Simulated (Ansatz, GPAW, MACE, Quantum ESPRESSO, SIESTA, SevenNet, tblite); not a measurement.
# Running generalised stacking fault on (110) of a LiCl-LiBr solid solution (56 atoms) with GPAW, part 2 of 2

Wanted: GPAW inputs and outputs for generalised stacking fault on (110) of a LiCl-LiBr solid solution (56 atoms), checked against a plane-wave reference.

Program: GPAW 26.7.0; the method stands at each step. Banners, paths, timers and routine set-up lines are dropped from the logs unmarked, and long logs keep their key lines alone; longer cuts are marked.

So far. Step 3 (PBE, LCAO dzp, h 0.2 Å, other mixer settings): Against the first run (24 %), the force difference from the reference is 24 %, at 1.4 times the CPU time (11 SCF steps against 7): another solver or mixer reaches the same state. Step 4 (PBE, LCAO sz(dzp), h 0.2 Å): Against the first run (24 %), the force difference from the reference is 30 %, at 0.39 times the CPU time, with 140 basis functions against 504: the smaller basis costs accuracy.

## Step 5: PBE, grid h 0.2 Å

Method: Kohn-Sham DFT, PBE, PAW, finite differences on a real-space grid.

File run.py:

```python
import numpy as np
from ase.io import read
from gpaw import GPAW, FermiDirac
from ase.parallel import parprint as print

atoms = read("structure.xyz")
atoms.calc = GPAW(
    mode="fd",
    h=0.2,
    xc="PBE",
    kpts={"size": (1, 1, 1), "gamma": True},
    occupations=FermiDirac(0.05),
    maxiter=200,
    symmetry={"point_group": False},
    nbands=171,
    txt="gpaw.txt",
)
energy = atoms.get_potential_energy(force_consistent=True)
forces = atoms.get_forces()
print(f"energy {energy:.6f} eV")
print("forces (eV/A)")
for i, (a, f) in enumerate(zip(atoms, forces)):
    print(f"{i:4d} {a.symbol:2s} {f[0]:10.5f} {f[1]:10.5f} {f[2]:10.5f}")
print(f"Fermi level {atoms.calc.get_fermi_level():.4f} eV")
for k in range(len(atoms.calc.get_ibz_k_points())):
    for s in range(atoms.calc.get_number_of_spins()):
        e = atoms.calc.get_eigenvalues(kpt=k, spin=s)
        n = np.searchsorted(e, atoms.calc.get_fermi_level())
        print(f"k {k} spin {s} levels about the Fermi level:", np.round(e[max(n - 6, 0):n], 4).tolist(), "|", np.round(e[n:n + 6], 4).tolist())
```

File structure.xyz:

```xyz
56
Lattice="7.44767 0.00000 0.00000 0.00000 5.26630 0.00000 0.62061 0.00000 26.26686" Properties=species:S:1:pos:R:3 pbc="T T T"
[... 56 atom lines left out: the same atoms as in the first run ...]
```

Command:

```
$ OMP_NUM_THREADS=1 mpirun -np 2 gpaw python run.py > output.txt
```

The log of the run:

```text
energy -197.929572 eV
forces (eV/A)
   0 Li    0.24626   -0.00484   -0.64226
   1 Br   -0.21228   -0.10728    0.24673
   2 Li    0.00423    0.01522    0.17468
   3 Cl    0.07228   -0.03472    0.06391
   4 Li   -0.18609   -0.00340   -0.20600
   5 Cl    0.01854    0.02465   -0.05397
   6 Li   -0.16748   -0.02826    0.04430
   7 Cl    0.02303    0.01754    0.10356
   8 Li   -0.02274   -0.02304    0.04409
   9 Cl    0.04404   -0.06981    0.00129
  10 Li   -0.05275    0.02368    0.01067
  11 Cl   -0.03893   -0.03420   -0.10786
  12 Li    0.01153   -0.01903    0.02246
  13 Cl    0.00863   -0.00078    0.20877
  14 Li    0.26862   -0.07216   -0.64549
  15 Br   -0.48156   -0.06102    0.28659
  16 Li    0.02285   -0.06170    0.27020
  17 Cl    0.00926   -0.03120    0.03625
  18 Li    0.17343    0.06519   -0.19223
  19 Br   -0.04319    0.05269    0.00953
  20 Li    0.17673    0.00398    0.09972
  21 Cl   -0.05360   -0.00467    0.07922
  22 Li   -0.04637    0.00815    0.03349
  23 Cl   -0.00104   -0.06072   -0.04225
[...]
48 Li    0.02330    0.01344    0.19957
  49 Cl    0.14571    0.03311   -0.02598
  50 Li    0.11739    0.00736   -0.11806
  51 Br    0.03631    0.14001   -0.11338
  52 Li    0.29409   -0.01436    0.08352
  53 Br    0.05756    0.02568    0.05887
  54 Li    0.22173   -0.02218   -0.01721
  55 Br    0.29648    0.14442   -0.28637
Fermi level 3.5682 eV
k 0 spin 0 levels about the Fermi level: [0.7408, 0.7937, 0.8317, 0.8378, 0.857, 1.06] | [6.4624, 6.8725, 6.9553, 7.7157, 7.7707, 7.7853]
```

gpaw.txt:

```text
Input parameters:
  mode=FD(),
  h=0.2,
  kpts=MonkhorstPack(size=(1, 1, 1), gamma=True),
  maxiter=200,
  nbands=171,
  occupations=Occupations(name='fermi-dirac', width=0.05, fixmagmom=False),
  symmetry=Symmetry(point_group=False),
  xc=XC(name='PBE')
Diagonalizing LCAO Hamiltonian
Converting LCAO to fd mode
Unit cell  # Å
[... lines left out ...]
  Converge bands: occupied
[... lines left out ...]
  Fermi-Dirac:
[... lines left out ...]
convergence criteria:
- Maximum [total energy] change in last 3 cyles: 0.0005 eV / valence electron
[... lines left out ...]
Converged in 13 steps
[... lines left out ...]
  Coulomb:        -240.665444
  Zero:              3.642934
  External:          0.000000
  Xc:             -190.452985
  Entropy:          -0.000000
  Spinorbit:         0.000000
  ----------------------------
  Free energy:    -197.929572
  Extrapolated:   -197.929572
dipole moment: (131.678708, -44.816047, 173.390845)  # |e|*Ang
Fermi level: 3.568
Eigenvalues  # (at kpt = [0.000, 0.000, 0.000])
| band index |      eig [eV] | occ [0-2] |
|------------|---------------|-----------|
|          0 |       -12.740 |     2.000 |
|        ... |               |           |
|        104 |         0.628 |     2.000 |
|        105 |         0.657 |     2.000 |
[...]
|        119 |         7.914 |     0.000 |
|        ... |               |           |
|        170 |        11.128 |     0.000 |
Gap: 5.402 eV
Transition (v -> c):
  (s=0, k=0, n=111, [0.00, 0.00, 0.00]) -> (s=0, k=0, n=112, [0.00, 0.00, 0.00])
No difference between direct/indirect transitions
Force computation time: 2.508  # s
```

The job ended after 82 s (2 MPI ranks of Arm Neoverse V1, shared host; peak memory 1.5 GiB).

Compared with the plane-wave run:

* r.m.s. force component: 0.1378 eV/Å
* r.m.s. difference of force components: 14.39 meV/Å
* longest difference of force vectors: 56.95 meV/Å
* force difference over r.m.s. force: 10.93 %
* slope of forces against the reference's: 1.043
* correlation of force components: 0.9954
* gap (highest filled to lowest empty level): 5.402 eV
* gap difference: -0.0045 eV

Against the first run (24 %), the force difference from the reference is 11 %, at 2.5 times the CPU time (on 2 against 1 cores) (13 SCF steps against 7).

## Step 6: Another try, on a changed input

Changes to run.py since step 5:

```diff
@@ -3,3 +3,2 @@
 from gpaw import GPAW, FermiDirac
-from ase.parallel import parprint as print
 
@@ -7,3 +6,4 @@
 atoms.calc = GPAW(
-    mode="fd",
+    mode="lcao",
+    basis="dzp",
     h=0.2,
@@ -12,5 +12,5 @@
     occupations=FermiDirac(0.05),
-    maxiter=200,
+    maxiter=60,
     symmetry={"point_group": False},
-    nbands=171,
+    nbands=70,
     txt="gpaw.txt",
```

structure.xyz is that of step 5.

Command:

```
$ OMP_NUM_THREADS=1 python run.py > output.txt
```

The log of the run:

```text
ValueError: Too few bands!  Electrons: 224.0, bands: 70
```

gpaw.txt:

```text
Input parameters:
  mode=LCAO(),
  basis={'default': 'dzp'},
  h=0.2,
  kpts=MonkhorstPack(size=(1, 1, 1), gamma=True),
  maxiter=60,
  nbands=70,
  occupations=Occupations(name='fermi-dirac', width=0.05, fixmagmom=False),
  symmetry=Symmetry(point_group=False),
  xc=XC(name='PBE')
timing:  # [seconds]
  Total: 0.143  # ━━━━━━━━━━━━━━━━━━━━━━━━━━━━━━━━━━━━━━━━━━━━━━━━━━━━━━━━━━━
  Init:  0.121  # ━━━━━━━━━━━━━━━━━━━━━━━━━━━━━━━━━━━━━━━━━━━━━━━━━━
```

Run time: 1.4 s. Hardware: 1 thread; peak memory 0.11 GiB.

The program stopped at the start. The fault in the input: too few bands (bands 70).

## Step 7: The ladder

Differences are against the plane-wave reference, forces as r.m.s. over components; share is that over the reference's r.m.s. force, slope the least-squares factor from reference forces to these. Total energies of different programs have different zeros and aren't compared.

```tsv
run	Δ force, r.m.s. (meV/Å)	share (%)	slope	Δ gap (eV)	cores	CPU time	memory (GiB)
reference	-	-	-	-	4	26 s	0.95
GPAW PBE, LCAO dzp, h 0.2 Å	31.3	23.8	1.207	-0.053	1	66 s	1.0
GPAW PBE, LCAO dzp, h 0.2 Å, other mixer settings	31.2	23.7	1.206	-0.053	1	90 s	0.95
GPAW PBE, LCAO sz(dzp), h 0.2 Å (coarse)	39.6	30.1	1.248	-0.775	1	26 s	0.8
GPAW PBE, grid h 0.2 Å	14.4	10.9	1.043	-0.0045	2	2.7 min	1.5
```

Rows marked coarse were listed beforehand as settings not expected to be converged; some can still land near the reference.

CPU time is summed over cores on a shared host, where runs went side by side, so it is rough. Symmetry, cutoffs, thresholds, outputs and thread counts weren't matched or tuned between programs; memory under MPI is the largest rank's times the ranks.

Within one program, basis, potentials and functional, energies share a zero. Each run against its twin at the usual cutoff or grid and solver:

```tsv
run	twin	Δ energy (meV/atom)	Δ force, r.m.s. (meV/Å)	CPU time over the twin's
GPAW PBE, LCAO dzp, h 0.2 Å, other mixer settings	LCAO dzp, h 0.2 Å	0	0.685	1.4
```

## Step 8: Outcome

```yaml
nearest_in_forces: GPAW PBE, grid h 0.2 Å, 11 %
its_cpu_time: 2.7 min
```

What this shows: PBE on plane waves or a grid with other potentials, cutoffs or grids, coarse settings apart, differs from the reference by 11 % (GPAW PBE, grid h 0.2 Å) of the r.m.s. force; potentials, valence shells or grid differ, and the table alone doesn't part them. The PBE runs in local orbitals, coarse settings apart, differ by 24 % in each run; basis, grid and potentials can all enter. Runs with settings chosen to be coarse differ by 30 % (GPAW PBE, LCAO sz(dzp), h 0.2 Å), their programs' other errors included. None of the electronic-structure runs in the table takes under half the reference's CPU time of 26 s; they take 0.99 to 6.3 times as much. GPAW PBE, LCAO sz(dzp), h 0.2 Å stiffens the forces by a factor of 1.25 while following their directions (correlation 0.991); the slopes of the 4 GPAW runs lie between 1.04 and 1.25. At the same functional, gaps differ from the reference's 5.41 eV by between -0.77 and -0.00 eV. These are spacings on the run's k-points, which needn't hold the band edges. The potentials hold different valence shells: 280 electrons in the reference, 224 in GPAW; this bears on time and differences. The cell is under 6 Å thick along one periodic direction, so every atom has periodic images of itself close by, which move with it and show among its neighbours and in g(r). The reference's stress is far from hydrostatic: its diagonal is 3.2, -3.0, -0.5 GPa, compression counted positive. The host structure and its lattice constant were typed by rule, without a check against the phase diagram. The electronic-structure runs sample only Γ, in a cell whose shortest periodic width is 5 Å.

[Also dropped from logs without a mark: logging warnings of Python, and SIESTA's first energy breakdown and zero terms.]

[Logs are printed without paths, hosts, clocks, repeated set-up lines and the standing remarks that a program may print on its own settings, such as how far it seeks lower states.]

[Hosts, paths, dates, database ids (printed as entryN), source tags and the programs' standing remarks are cut or masked in the printed files.]
